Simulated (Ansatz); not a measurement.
Ti:

```
Ti
1.0
    -1.64100    1.64100    1.64100
     1.64100   -1.64100    1.64100
     1.64100    1.64100   -1.64100
Ti
1
Direct
  0.00000 0.00000 0.00000
```

This isn't the form of Ti at room conditions, which is hcp.

Base run:

| Property | Result |
| --- | --- |
| Program | Ansatz 0.2.0 |
| Functional | PBEsol |
| Potentials or basis | all-electron LAPW, scalar-relativistic |
| Cutoff | 227 eV (chosen from the basis error) |
| Basis error allowed | 0.001 eV/atom |
| k mesh | 11 × 11 × 11 |
| Occupations | fermi-dirac, width 0.05 eV |
| Spin | no spin polarisation |

Its results: pressure -6.8 GPa.

The run is repeated on the same cell with these changes: functional from PBEsol to LDA. What comes out?

Pressure -10.9 GPa.

LDA binds more tightly than PBEsol, so the same cell stands under less pressure.
